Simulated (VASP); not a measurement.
WS2:

```
CELL_PARAMETERS angstrom
1.57900 0.91164 6.16333
-1.57900 0.91164 6.16333
0.00000 -1.82327 6.16333
ATOMIC_POSITIONS crystal
W 0.00000 0.00000 0.00000
S 0.24970 0.24970 0.24970
S 0.41900 0.41900 0.41900
```

Measurements of this composition are mostly on another form, of space group No. 194.

```yaml
Program: VASP 6.6.1
Task: relaxation of cell and atoms
Functional: PBEsol
Dispersion: D3(BJ)
Potentials_or_basis: VASP PAW PBE potentials, release 64 (W_sv, S)
Cutoff: 520 eV
k_mesh: 3 × 3 × 3
Occupations: gaussian, width 0.02 eV
Spin: no spin polarisation
```

At the start: pressure -3.9 GPa; volume 17.74 Å³/atom.

Q: Where does the relaxation end?

A: Over 29 steps the energy falls by 9.0 meV/atom and the volume is 16.96 Å³/atom (-4.4 %); space group R3m (No. 160, to 0.05 Å).

Step by step:
| step | energy change (eV) | largest force (eV/Å) | pressure (GPa) | volume (Å³) |
| --- | --- | --- | --- | --- |
| 1 | 0.0000 | 0.5970 | -3.90 | 53.23 |
| 2 | 0.0676 | 1.7540 | 9.57 | 49.97 |
| 3 | -0.0192 | 0.2662 | 0.00 | 52.15 |
| 4 | -0.0192 | 0.2712 | 0.08 | 52.13 |
| 5 | -0.0205 | 0.2504 | -0.47 | 52.05 |
| 6 | -0.0208 | 0.1509 | -0.29 | 52.07 |
| 7 | -0.0226 | 0.0752 | -0.25 | 51.85 |
| 8 | -0.0243 | 0.1005 | -0.10 | 51.31 |
| 9 | -0.0253 | 0.0720 | 0.09 | 51.16 |
| 10 | -0.0265 | 0.0552 | 0.69 | 50.73 |
| 11 | -0.0270 | 0.0222 | 0.00 | 50.82 |
| 12 | -0.0270 | 0.0173 | 0.05 | 50.82 |
| 13 | -0.0270 | 0.0073 | 0.04 | 50.83 |
| 14 | -0.0270 | 0.0125 | 0.03 | 50.84 |
| 15 | -0.0270 | 0.0075 | 0.00 | 50.86 |
| 16 | -0.0270 | 0.0060 | -0.02 | 50.87 |
| 17 | -0.0270 | 0.0031 | 0.00 | 50.87 |
| 18 | -0.0270 | 0.0057 | 0.02 | 50.87 |
| 19 | -0.0270 | 0.0053 | 0.02 | 50.87 |
| 20 | -0.0270 | 0.0048 | 0.02 | 50.87 |
| 21 | -0.0270 | 0.0038 | 0.03 | 50.88 |
| 22 | -0.0270 | 0.0043 | 0.02 | 50.87 |
| 23 | -0.0270 | 0.0026 | 0.00 | 50.88 |
| 24 | -0.0270 | 0.0034 | 0.01 | 50.88 |
| 25 | -0.0270 | 0.0053 | -0.01 | 50.89 |
| 26 | -0.0270 | 0.0045 | -0.02 | 50.89 |
| 27 | -0.0270 | 0.0039 | -0.01 | 50.89 |
| 28 | -0.0270 | 0.0037 | -0.01 | 50.88 |
| 29 | -0.0270 | 0.0002 | 0.01 | 50.88 |

Final structure:
```cif
data_structure
_symmetry_space_group_name_H-M 'P 1'
_symmetry_Int_Tables_number 1
_cell_length_a 6.2465
_cell_length_b 6.2465
_cell_length_c 6.2465
_cell_angle_alpha 29.065
_cell_angle_beta 29.065
_cell_angle_gamma 29.065
_cell_volume 50.88
loop_
_atom_site_label
_atom_site_type_symbol
_atom_site_fract_x
_atom_site_fract_y
_atom_site_fract_z
_atom_site_occupancy
W1 W 0.00065 0.00065 0.00065 1
S1 S 0.24733 0.24733 0.24733 1
S2 S 0.42072 0.42072 0.42072 1
```

Caveat: the k mesh is coarse (spacing up to 0.77 Å⁻¹), so the values aren't converged; the PAW data sets were made with another functional, which shifts forces and pressure a little.
